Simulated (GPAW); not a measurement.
# BP (F-43m) in GPAW: settings compared, part 2 of 2

GPAW 26.7.0. Earlier steps stand in the parts before.

### 3 Band structure, LDA

run.py

```python
from ase.dft.bandgap import bandgap
from ase.io import read, write
from ase.units import Bohr, GPa
from gpaw import GPAW, PW
from gpaw.elf import elf_from_dft_calculation

atoms = read('BP.xyz')

calc = GPAW(mode=PW(800),
            xc='LDA',
            kpts={'size': (10, 10, 10), 'gamma': True},
            occupations={'name': 'fermi-dirac', 'width': 0.05},
            nbands=11,
            convergence={'density': 1e-05, 'energy': 1e-05},
            maxiter=150,
            txt='gpaw.txt')
atoms.calc = calc
energy = atoms.get_potential_energy()
forces = atoms.get_forces()
stress = atoms.get_stress()
calc.write('gs.gpw')
write('result.traj', atoms)
print(f'Energy: {energy:.6f} eV')
print('Forces (eV/A):')
print(forces.round(4))
print('Stress (GPa):', (stress / GPa).round(3))
print('Fermi level:', round(calc.get_fermi_level(), 4), 'eV')
print(f'Gap: {bandgap(calc)[0]:.4f} eV, direct: {bandgap(calc, direct=True)[0]:.4f} eV')

# fields on the real-space grid
write('density.cube', atoms, data=calc.get_pseudo_density() * Bohr**3)
write('potential.cube', atoms, data=calc.get_electrostatic_potential())
write('elf.cube', atoms, data=elf_from_dft_calculation(calc).data)

path = atoms.cell.bandpath('GXWKGLUWLK,UX', npoints=100, eps=1e-4)
bs_calc = calc.fixed_density(kpts=path, symmetry='off', nbands=19,
                             convergence={'bands': 'CBM+6.0', 'eigenstates': 1e-6}, txt='bands.txt')
bs = bs_calc.band_structure()
bs.write('bs.json')
print(f'Gap on the path: {bandgap(bs_calc)[0]:.4f} eV')
```

BP.xyz

```xyz
2
Lattice="0.0000000000 2.2690000000 2.2690000000 2.2690000000 0.0000000000 2.2690000000 2.2690000000 2.2690000000 0.0000000000" Properties=species:S:1:pos:R:3 pbc="T T T"
P      3.4035000000      3.4035000000      3.4035000000
B      0.0000000000      0.0000000000      0.0000000000
```

Potentials or basis: the program's PAW data sets (release 1.2.1) made for this functional, pw.

Run with:

```bash
OMP_NUM_THREADS=1 python run.py
```

gpaw.txt:

```text
__  _  _
 | _ |_)|_||  |
 |__||  | ||/\| - 26.7.0

Input parameters:
  mode=PW(ecut=800.0),
  convergence={'density': 1e-05, 'energy': 1e-05},
  kpts=MonkhorstPack(size=(10, 10, 10), gamma=True),
  maxiter=150,
  nbands=11,
  occupations=Occupations(name='fermi-dirac', width=0.05),
  xc=XC(name='LDA')

Diagonalizing LCAO Hamiltonian
Converting LCAO to pw mode

                  P

       B

Atoms  # Å, Bohr magnetons
|   | symbol |        x |        y |        z |    initial magnetic moments |
|---|--------|----------|----------|----------|-----------------------------|
| 0 |      P | 3.403500 | 3.403500 | 3.403500 | ( 0.0000,  0.0000,  0.0000) |
| 1 |      B | 0.000000 | 0.000000 | 0.000000 | ( 0.0000,  0.0000,  0.0000) |

Unit cell  # Å
| periodic |        x |        y |        z |  lengths |    angles |
|----------|----------|----------|----------|----------|-----------|
|      yes | 0.000000 | 2.269000 | 2.269000 | 3.208851 | 60.000000 |
|      yes | 2.269000 | 0.000000 | 2.269000 | 3.208851 | 60.000000 |
|      yes | 2.269000 | 2.269000 | 0.000000 | 3.208851 | 60.000000 |

Number of symmetries: 24
Symmetry operations  # r_c * U_cc + t_c -> r_c
|    | kind |            matrix            |
|----|------|------------------------------|
|  0 |  E   |  1, 0, 0,  0, 1, 0,  0, 0, 1 |
|  1 |  σ   |  1, 0, 0,  0, 0, 1,  0, 1, 0 |
|  2 |  σ   |  1, 0,-1,  0, 1,-1,  0, 0,-1 |
|  3 |  C3  |  1, 0,-1,  0, 0,-1,  0, 1,-1 |
|  4 |  C3  |  1,-1, 0,  0,-1, 1,  0,-1, 0 |
|  5 |  σ   |  1,-1, 0,  0,-1, 0,  0,-1, 1 |
|  6 |  σ   |  0, 1, 0,  1, 0, 0,  0, 0, 1 |
|  7 |  C3  |  0, 1, 0,  0, 0, 1,  1, 0, 0 |
|  8 |  C2  |  0, 1,-1,  1, 0,-1,  0, 0,-1 |
|  9 |  S4  |  0, 1,-1,  0, 0,-1,  1, 0,-1 |
| 10 |  C3  |  0, 0, 1,  1, 0, 0,  0, 1, 0 |
| 11 |  σ   |  0, 0, 1,  0, 1, 0,  1, 0, 0 |
| 12 |  S4  |  0, 0,-1,  1, 0,-1,  0, 1,-1 |
| 13 |  C3  |  0, 0,-1,  0, 1,-1,  1, 0,-1 |
| 14 |  S4  |  0,-1, 1,  1,-1, 0,  0,-1, 0 |
| 15 |  C2  |  0,-1, 1,  0,-1, 0,  1,-1, 0 |
| 16 |  C3  |  0,-1, 0,  1,-1, 0,  0,-1, 1 |
| 17 |  S4  |  0,-1, 0,  0,-1, 1,  1,-1, 0 |
| 18 |  S4  | -1, 1, 0, -1, 0, 1, -1, 0, 0 |
| 19 |  C3  | -1, 1, 0, -1, 0, 0, -1, 0, 1 |
| 20 |  C3  | -1, 0, 1, -1, 1, 0, -1, 0, 0 |
| 21 |  S4  | -1, 0, 1, -1, 0, 0, -1, 1, 0 |
| 22 |  σ   | -1, 0, 0, -1, 1, 0, -1, 0, 1 |
| 23 |  C2  | -1, 0, 0, -1, 0, 1, -1, 1, 0 |

BZ-sampling:
  Number of BZ points: 1000
  Number of IBZ points: 47

  Monkhorst-Pack size: [10, 10, 10]
  Monkhorst-Pack shift: [0.05, 0.05, 0.05]

K-points  # in reciprocal-cell coordinates
|     |                                coordinates |     weight |
|-----|--------------------------------------------|------------|
|   0 | (  0.00000000,   0.00000000,   0.00000000) | 0.00100000 |
|   1 | (  0.10000000,   0.10000000,   0.00000000) | 0.00600000 |
|   2 | (  0.10000000,   0.10000000,   0.10000000) | 0.00800000 |
|   3 | (  0.20000000,   0.10000000,   0.10000000) | 0.01200000 |
|   4 | (  0.20000000,   0.20000000,   0.00000000) | 0.00600000 |
|   5 | (  0.20000000,   0.20000000,   0.10000000) | 0.02400000 |
|   6 | (  0.20000000,   0.20000000,   0.20000000) | 0.00800000 |
|   7 | (  0.30000000,   0.20000000,   0.10000000) | 0.02400000 |
|   8 | (  0.30000000,   0.20000000,   0.20000000) | 0.02400000 |
|   9 | (  0.30000000,   0.30000000,   0.00000000) | 0.00600000 |
| ... |                                            |            |
|  46 | (  0.50000000,   0.50000000,   0.50000000) | 0.00400000 |

Plane wave coefficients: 1243
Cutoff: 800.0 eV

Spin-components: 1 (collinear spins)
Bands:           11
Projectors:      10
Spin-degeneracy: 2
Datatype:        complex128

Parallelization:
  kpt:    1
  domain: 1
  band:   1

Density:
  Valence electrons: 8.0
  Components: 1
  Grid points: [21 21 21]
  Charge: 0.0  # |e|

Potential:
  Grid points: [21 21 21]

species:
  P:
    name:    Phosphorus
    Z:       15.0
    valence: 5
    core:    10
    charge:  0.0  # [|e|]
    compensation charges:
      type: gauss
      rc: 0.30  # [Å]
      lmax: 2
    cutoffs:
      filter: 1.69  # [Å]
      core: 1.81  # [Å]
    projectors
    | kind |    occ | energy [eV] | rcut [Å] |
    |------|--------|-------------|----------|
    |   3s |  2.000 |     -14.015 |    0.953 |
    |   3p |  3.000 |      -5.596 |    0.953 |
    |    s |        |      13.197 |    0.953 |
    |    p |        |      21.615 |    0.953 |
    |    d |        |       0.000 |    0.953 |

    Using partial waves for P as LCAO basis

  B:
    name:    Boron
    Z:       5.0
    valence: 3
    core:    2
    charge:  0.0  # [|e|]
    compensation charges:
      type: gauss
      rc: 0.20  # [Å]
      lmax: 2
    cutoffs:
      filter: 1.14  # [Å]
      core: 1.42  # [Å]
    projectors
    | kind |    occ | energy [eV] | rcut [Å] |
    |------|--------|-------------|----------|
    |   2s |  2.000 |      -9.383 |    0.635 |
    |   2p |  1.000 |      -3.714 |    0.635 |
    |    s |        |      17.828 |    0.635 |
    |    p |        |      23.498 |    0.635 |
    |    d |        |       0.000 |    0.635 |

    Using partial waves for B as LCAO basis

Reference energy: -9935.220091  # eV

eigensolver:
  PPCG
  Converge bands: occupied
  niter=2

density mixing:
  MSR1-Mixer
  Pratt-step length: 0.05
  Maximum mixing coefficient: 0.75
  Old densities: 10
  SVD Regularization: 0.005
  Good broyden scale: 1.0
  Trust region scale: 1.0
  Backstep threshold: 4.0
  History deletion threshold: 6.0
  Fourier metric: weight=20.0, sigma=0.015

occupation numbers:
  Fermi-Dirac:
    width: 0.0500  # eV

poisson solver:
  ecut: 6400.0  # eV

xc functional:
  name: None

convergence criteria:
- Maximum integral of absolute [dens]ity change: 1e-05 electrons / valence electron
- Maximum [total energy] change in last 3 cyles: 1e-05 eV / valence electron
- Maximum integral of absolute [eigenst]ate change: 4e-08 eV^2 / valence electron
maximum number of iterations: 150

SCF iterations
|iter     | |      energy | eigst |  dens |
|---------|-|-------------|-------|-------|
|iter:   1| |  -15.095791 | +0.14 |       |
|iter:   2| |  -14.966418 | -2.08 | -0.69 |
|iter:   3| |  -14.375583 | -1.49 | -0.73 |
|iter:   4| |  -14.365818 | -3.02 | -1.45 |
|iter:   5| |  -14.365516 | -4.12 | -1.97 |
|iter:   6| |  -14.365519 | -5.26 | -2.58 |
|iter:   7| |  -14.365519c| -7.00 | -3.78 |
|iter:   8| |  -14.365519c| -7.51c| -4.36 |
|iter:   9| |  -14.365519c| -8.58c| -5.52c|

Converged in 9 steps
Energy contributions relative to reference atoms: (reference = -9935.220091)

Energy contributions:
  Kinetic:          13.540122
  Coulomb:         -11.772707
  Zero:             -0.021349
  External:          0.000000
  Xc:              -16.111585
  Entropy:          -0.000000
  Spinorbit:         0.000000
  ----------------------------
  Free energy:     -14.365519
  Extrapolated:    -14.365519

dipole moment: (-3.367569, -3.367569, -3.367569)  # |e|*Ang

Fermi level: 8.577
Eigenvalues  # (at kpt = [0.000, 0.000, 0.000])
| band index |      eig [eV] | occ [0-2] |
|------------|---------------|-----------|
|          0 |        -7.398 |     2.000 |
|          1 |         8.001 |     2.000 |
|          2 |         8.001 |     2.000 |
|          3 |         8.001 |     2.000 |
|          4 |        11.380 |     0.000 |
|          5 |        11.380 |     0.000 |
|          6 |        11.380 |     0.000 |
|          7 |        15.373 |     0.000 |
|          8 |        19.298 |     0.000 |
|          9 |        20.060 |     0.000 |
|         10 |        20.060 |     0.000 |

Gap: 1.187 eV
Transition (v -> c):
  (s=0, k=0, n=3, [0.00, 0.00, 0.00]) -> (s=0, k=24, n=4, [0.40, 0.40, 0.00])
Direct/indirect transitions are different
Direct gap: 3.379 eV
Transition at: (s=0, k=0, n=3, [0.00, 0.00, 0.00])

Forces  # eV/Ang
|        x |        y |        z |
|----------|----------|----------|
| -0.00000 | -0.00000 |  0.00000 |  # P    0
| -0.00000 | -0.00000 | -0.00000 |  # B    1

Stress tensor  # eV/Ang^3
|         x |         y |         z |
|-----------|-----------|-----------|
|  0.031333 | -0.000000 | -0.000000 |
| -0.000000 |  0.031333 |  0.000000 |
| -0.000000 |  0.000000 |  0.031333 |

# Writing to gs.gpw (mode='')
```

Wall time 34 s (1 thread of Arm Neoverse V1, shared host); peak memory 0.23 GiB.

What came out:

```yaml
Free_energy: -14.3655 eV
Pressure: -5.0 GPa
Band_gap_on_the_k_mesh: 1.19 eV, indirect (least direct gap 3.38 eV)
Band_gap_along_the_path: 1.19 eV, indirect (least direct gap 3.38 eV)
```

Levels at the corners of the path, in eV from the valence-band top:
```tsv
point	band 1	band 2	band 3	band 4	band 5	band 6	band 7	band 8
Γ	-15.40	0.00	0.00	0.00	3.38	3.38	3.38	7.37
X	-10.57	-8.49	-4.10	-4.10	1.30	1.55	11.95	11.95
W	-10.29	-7.94	-5.69	-5.49	5.24	6.65	7.17	7.44
K	-10.56	-8.06	-6.25	-3.49	2.08	5.91	9.64	10.52
Γ	-15.40	0.00	0.00	0.00	3.38	3.38	3.38	7.37
L	-12.07	-9.01	-1.75	-1.75	3.77	4.67	4.67	9.95
U	-10.56	-8.06	-6.25	-3.49	2.08	5.91	9.64	10.52
W	-10.29	-7.94	-5.69	-5.49	5.24	6.65	7.17	7.44
L	-12.07	-9.01	-1.75	-1.75	3.77	4.67	4.67	9.95
K	-10.56	-8.06	-6.25	-3.49	2.08	5.91	9.64	10.52
U	-10.56	-8.06	-6.25	-3.49	2.08	5.91	9.64	10.52
X	-10.57	-8.49	-4.10	-4.10	1.30	1.55	11.95	11.95
```

Expect the measured gap to be larger: semilocal functionals such as LDA lack the derivative discontinuity.
